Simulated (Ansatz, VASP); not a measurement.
**Two plane-wave programs on BN**

```
CELL_PARAMETERS angstrom
2.56659 0.00000 0.00000
-1.28330 2.22273 0.00000
0.00000 0.00000 6.99426
ATOMIC_POSITIONS crystal
B 0.33333 0.66667 0.25000
B 0.66667 0.33333 0.75000
N 0.33333 0.66667 0.75000
N 0.66667 0.33333 0.25000
```

Change from the starting cell: strain +0.025 along x and y, +0.050 along z, atoms carried along.

Alike in both runs: task single point; functional PBEsol; k mesh 12 × 12 × 4; occupations gaussian, width 0.05 eV; no spin polarisation.

```csv
,VASP,Ansatz
version,VASP 6.6.1,Ansatz 0.2.0
potentials or method,"VASP PAW PBE potentials, release 64 (B, N)","scalar-relativistic, plane waves, PAW"
plane-wave cutoff (eV),520,420
valence electrons in the cell,16,16
```

```csv
,VASP,Ansatz,Ansatz less VASP
gap on the k mesh at the Fermi level (eV),4.13,4.14,+0.009
least direct gap on the mesh (eV),4.41,4.42,+0.006
pressure (GPa),-14.9,-15.1,-0.24
largest component of the traceless stress (GPa),14.74,15.10,+0.364
```

Caveats: the PAW data sets were made with another functional, which shifts forces and pressure a little (VASP); this functional lacks dispersion, which binds the layers, so the pressure and a relaxed spacing across them are unreliable. A k mesh can miss the band edges.
